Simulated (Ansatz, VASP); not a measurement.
Pb in VASP and in Ansatz

```
Pb
1.0
    -1.99277    1.99277    1.99277
     1.99277   -1.99277    1.99277
     1.99277    1.99277   -1.99277
Pb
1
Direct
  0.00000 0.00000 0.00000
```

Change from the starting cell: volume scaled by 1.02.

Alike in both runs: task single point; functional LDA; k mesh 9 × 9 × 9; occupations fermi-dirac, width 0.05 eV; no spin polarisation.

```csv
,VASP,Ansatz
version,VASP 6.6.1,Ansatz 0.2.0
potentials or method,"VASP PAW LDA potentials, release 64 (Pb_d), cutoff 520 eV","all-electron LAPW, scalar-relativistic"
```

```csv
,VASP,Ansatz,Ansatz less VASP
gap on the k mesh at the Fermi level (eV),none,none,-
pressure (GPa),-4.0,-4.0,-0.06
```

A gap of «none» marks a metal or a gap that the smearing closes. Ansatz ran all-electron here, so the differences hold the error of VASP's frozen core and of both bases.

The runs have no spin-orbit coupling, so splittings on Pb are missing.
